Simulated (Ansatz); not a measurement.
hcp against bcc along group 14

Theory: DFT, r2SCAN, plane waves (500 eV) with PAW, scalar-relativistic in Ansatz. (PAW data from PBE, frozen cores regenerated.)

Each structure is relaxed within its symmetry, in the lowest magnetic state of the tried starts. Differences under about 8 meV lie within the error of the k-point mesh.

```json
{"element": "Si", "E(hcp) − E(bcc) (meV/atom)": "?", "V(hcp) (Å³/atom)": "?", "V(bcc) (Å³/atom)": "?", "state of hcp": "?", "state of bcc": "?"}
{"element": "Ge", "E(hcp) − E(bcc) (meV/atom)": "6", "V(hcp) (Å³/atom)": "18.75", "V(bcc) (Å³/atom)": "18.76", "state of hcp": "spin not included", "state of bcc": "spin not included"}
{"element": "Sn", "E(hcp) − E(bcc) (meV/atom)": "-9", "V(hcp) (Å³/atom)": "26.99", "V(bcc) (Å³/atom)": "26.84", "state of hcp": "spin not included", "state of bcc": "spin not included"}
{"element": "Pb", "E(hcp) − E(bcc) (meV/atom)": "-22", "V(hcp) (Å³/atom)": "30.98", "V(bcc) (Å³/atom)": "31.04", "state of hcp": "spin not included", "state of bcc": "spin not included"}
```

Q: Fill in the row of Si.

A: E(hcp) − E(bcc) (meV/atom): -42; V(hcp) (Å³/atom): 13.72; V(bcc) (Å³/atom): 14.12; state of hcp: spin not included; state of bcc: spin not included.
